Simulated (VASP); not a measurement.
Input of a VASP 6.6.1 run:

Contents of INCAR:

```
PREC     = Accurate       # precision mode
ENCUT    = 600            # plane-wave cutoff, eV
EDIFF    = 1E-7           # SCF threshold, eV
ISMEAR   = 0              # smearing method
SIGMA    = 0.03           # smearing width, eV
LREAL    = False          # projectors in reciprocal space
LASPH    = True           # aspherical terms in the spheres
NELM     = 80             # most SCF steps
ALGO     = Fast           # electronic algorithm
ISIF     = 2              # what is computed and relaxed
LWAVE    = False          # write WAVECAR
LCHARG   = False          # write CHGCAR
GGA      = PS             # functional
IBRION   = 2              # ionic algorithm
NSW      = 40             # ionic steps
EDIFFG   = -0.01          # ionic threshold
```

Contents of KPOINTS:

```
regular mesh
0
Gamma
  8 8 8
```

POSCAR

```
AgCl                                    
1.0
    0.0000000000      2.6669143624      2.6669143624
    2.6669143624      0.0000000000      2.6669143624
    2.6669143624      2.6669143624      0.0000000000
  Ag              Cl            
     1     1
Direct
     0.0000000000000000    0.0000000000000000    0.0000000000000000
     0.5000000000000000    0.5000000000000000    0.5000000000000000
```

Potentials or basis: VASP PAW PBE potentials, release 64 (Ag, Cl).

Launch:

```console
$ cat potpaw_PBE.64/Ag/POTCAR potpaw_PBE.64/Cl/POTCAR > POTCAR
$ mpirun -np 1 vasp_std > vasp.out
```

Problem. What does it give for the band gap on the k mesh?

Solution. 0.73 eV, indirect (least direct gap 3.48 eV).

Final structure:
```yaml
crystal:
  lattice:
    - [0.00000, 2.66691, 2.66691]
    - [2.66691, 0.00000, 2.66691]
    - [2.66691, 2.66691, 0.00000]
  atoms:
    - { symbol: Ag, position: [0.00000, 0.00000, 0.00000] }
    - { symbol: Cl, position: [0.50000, 0.50000, 0.50000] }
```

Caveat: the relaxation stopped at its first step, so nothing moved. A k mesh can miss the band edges.
